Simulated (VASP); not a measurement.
## Na: single point with PBE

Na:

```
CELL_PARAMETERS angstrom
3.70038 0.00000 0.00000
-1.85019 3.20463 0.00000
0.00000 0.00000 12.53732
ATOMIC_POSITIONS crystal
Na 0.67684 0.35248 0.75320
Na 0.00558 0.99889 0.49961
Na 0.33574 0.67800 0.25136
Na 0.00536 0.99342 0.00136
```

This isn't the form of Na at room conditions, which is bcc.

The cell isn't the ideal one: atoms moved at random, drawn with an rms of 0.05 Å.

```yaml
Program: VASP 6.6.1
Task: single point
Functional: PBE
Potentials_or_basis: VASP PAW PBE potentials, release 64 (Na_pv)
Cutoff: 520 eV
k_mesh: 8 × 8 × 3
Occupations: fermi-dirac, width 0.05 eV
Spin: no spin polarisation
Further_INCAR_settings: ALGO = Normal; EDIFF = 1e-07; NBANDS = 22
```

```
Pressure               : 0.0 GPa
Largest force          : 0.022 eV/Å
Band gap on the k mesh : none (metal or under the smearing width)
```

Forces in eV/Å, atoms in the order of the input:
```
Na   0.002 -0.008 -0.021
Na  -0.003  0.005  0.021
Na   0.005 -0.005 -0.009
Na  -0.004  0.008  0.008
```

Stress tensor (GPa, compression positive):
```
 0.30  0.00  0.00
 0.00  0.32  0.00
 0.00  0.00 -0.64
```

Levels at points of the mesh, in eV from the Fermi level:
```tsv
k point	band 10	band 11	band 12	band 13	band 14	band 15	band 16	band 17	band 18	band 19
(0.00, 0.00, 0.00)	-24.89	-24.89	-24.89	-3.26	-2.30	-2.27	0.41	0.75	5.12	5.13
(0.50, 0.00, 0.00)	-24.90	-24.89	-24.89	0.35	0.42	1.10	1.20	1.50	1.58	3.80
(0.00, 0.50, 0.00)	-24.90	-24.89	-24.89	0.35	0.42	1.10	1.19	1.51	1.59	3.80
(0.50, 0.50, 0.00)	-24.90	-24.89	-24.89	0.35	0.42	1.10	1.19	1.50	1.58	3.80
```

Wall time 2.4 min on 1 thread of Intel(R) Xeon(R) Platinum 8488C (Sapphire Rapids), with other jobs on the host, peak memory 0.38 GiB.
